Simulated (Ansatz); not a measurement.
**InP: frozen-core PAW against all-electron methods**

```xyz
2
Lattice="0.0000 2.8550 2.8550 2.8550 0.0000 2.8550 2.8550 2.8550 0.0000" Properties=species:S:1:pos:R:3 pbc="T T T"
In    0.0000    0.0000    0.0000
P     2.8550    2.8550    2.8550
```

Atoms are numbered in the order listed.

The geometry is COD entry 1538565, unchecked; take it as a test cell.

No spin–orbit coupling, which matters for the heavy atoms here.

Methods: DFT, PBEsol, PAW with Ansatz's default frozen-core files, scalar-relativistic (Ansatz 0.2.0); DFT, PBEsol, all-electron LAPW, scalar-relativistic (Ansatz 0.2.0).

For PAW: a Γ-centred 11×11×11 k mesh, Fermi–Dirac smearing of 0.03 eV, cutoff 420 eV, no spin polarisation; the PAW files were made with PBE, and the program remakes their frozen cores for this functional. LAPW targets a basis error of 0.25 meV/atom. The Ansatz runs share mesh, smearing and spin set-up. Plane-wave (PAW) pressures include the program's estimate of the Pulay term.

Stress and pressure are positive in compression.

Levels count from the Fermi level.

PAW results:

```csv
quantity,PAW
pressure (GPa),-8.24
highest filled level at Γ (eV),-0.184
lowest empty level at Γ (eV),7.036
highest filled level at K (eV),-1.434
lowest empty level at K (eV),0.067
```

**Question.** What does full-potential LAPW give for the same quantities?

**Answer.** 
| quantity | LAPW |
| --- | --- |
| pressure (GPa) | -8.23 |
| highest filled level at Γ (eV) | -0.184 |
| lowest empty level at Γ (eV) | 7.037 |
| highest filled level at K (eV) | -1.434 |
| lowest empty level at K (eV) | 0.067 |
